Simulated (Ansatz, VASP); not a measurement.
# GaP: VASP beside Ansatz

```
CELL_PARAMETERS angstrom
0.00000 2.71922 2.71922
2.71922 0.00000 2.71922
2.71922 2.71922 0.00000
ATOMIC_POSITIONS crystal
Ga 0.00000 0.00000 0.00000
P 0.25000 0.25000 0.25000
```

Alike in both runs: task single point; functional PBEsol; k mesh 8 × 8 × 8; occupations gaussian, width 0.02 eV; no spin polarisation.

|  | VASP | Ansatz |
| --- | --- | --- |
| version | VASP 6.6.1 | Ansatz 0.2.0 |
| potentials or method | VASP PAW PBE potentials, release 64 (Ga_d, P) | scalar-relativistic, plane waves, PAW |
| plane-wave cutoff (eV) | 520 | 420 |
| valence electrons in the cell | 18 | 18 |

Ansatz gave:

| Quantity | Value |
| --- | --- |
| gap on the k mesh at the Fermi level (eV) | 1.50 |
| least direct gap on the mesh (eV) | 1.80 |
| pressure (GPa) | 0.0 |

Question: Which values does VASP return?

Answer: gap on the k mesh at the Fermi level (eV): 1.50; least direct gap on the mesh (eV): 1.80; pressure (GPa): -0.1.

The functional is the same, so the differences come from potentials, cutoffs and numerics.

Caveats: the PAW data sets were made with another functional, which shifts forces and pressure a little (VASP). A k mesh can miss the band edges. PBEsol gaps usually lie below the measured ones, often by a third to a half.
